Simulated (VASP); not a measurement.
Here is a VASP 6.6.1 calculation.

The input INCAR:

```
SYSTEM = MgSe
PREC = Accurate
ENCUT = 520
EDIFF = 1E-6
ISMEAR = 0
SIGMA = 0.01
LREAL = .False.
LASPH = .True.
NELM = 60
ALGO = Normal
ISIF = 2
LWAVE = .False.
LCHARG = .True.
GGA = PE
LELF = .True.
LVHAR = .True.
NBANDS = 11
```

KPOINTS

```
Automatic mesh
0
Gamma
  6 6 6
  0 0 0
```

File POSCAR:

```
MgSe
1.0
    0.0000000000      2.7362756105      2.7362756105
    2.7362756105      0.0000000000      2.7362756105
    2.7362756105      2.7362756105      0.0000000000
Mg Se
1 1
Direct
    0.0000000000      0.0000000000      0.0000000000
    0.5000000000      0.5000000000      0.5000000000
```

Potentials or basis: VASP PAW PBE potentials, release 64 (Mg, Se).

Launch:

```bash
$ cat potpaw_PBE.64/Mg/POTCAR potpaw_PBE.64/Se/POTCAR > POTCAR
$ mpirun -np 1 vasp_std > vasp.out
```

(1) Predict the band gap on the k mesh.

(2) What does it give for the pressure?

Answers

(1) 1.78 eV, indirect (least direct gap 2.52 eV).

(2) 1.1 GPa.
